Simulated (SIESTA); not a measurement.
Runs of SIESTA 5.4.2 on I. The structure is orthorhombic, space group Cmce (No. 64). Conventional cell: a = 7.270 Å, b = 4.790 Å, c = 9.793 Å, α = 90.00°, β = 90.00°, γ = 90.00°. Around I (site symmetry m) lie 1 I at 2.68 Å. 

| level | potentials or basis | gap on the mesh (eV) | pressure (GPa) | largest force (eV/Å) |
| --- | --- | --- | --- | --- |
| AM05 | PseudoDojo 0.4 standard (PBEsol files), DZP (energy shift 0.003 Ry) | (a) | (b) | 1.17 |
| PBE | PseudoDojo 0.4 standard (PBE files), DZP (energy shift 0.003 Ry) | 1.18 | 2.2 | 1.38 |
| BLYP | PseudoDojo 0.4 standard (PBE files), DZP (energy shift 0.003 Ry) | 1.21 | 4.4 | (c) |
| PBEsol | PseudoDojo 0.4 standard (PBEsol files), DZP (energy shift 0.003 Ry) | 1.13 | 0.4 | 1.28 |
| vdW-DF-cx | PseudoDojo 0.4 standard (PBE files), DZP (energy shift 0.003 Ry) | 1.18 | 0.9 | 1.46 |

Alike in all rows: task band structure; no spin polarisation; cell as given; k mesh 7 × 7 × 3; smearing fermi-dirac 0.05 eV; grid cutoff 500 Ry; energy shift 0.003 Ry.

**Question.** Fill in the values left out.

**Answer.** (a) 1.15; (b) 1.2; (c) 1.66.

Caveats: spin-orbit coupling is left out, which moves the levels of the heavy elements; the basis of atomic orbitals isn't converged, which shifts pressures, moduli and gaps; the potentials were made for another functional, which shifts forces and pressure (some runs); forces of over 1 eV/Å show positions far from the minimum, so gaps and moduli don't describe the material at rest (some runs).

A k mesh can miss the band edges, and the runs leave out spin-orbit coupling on I.
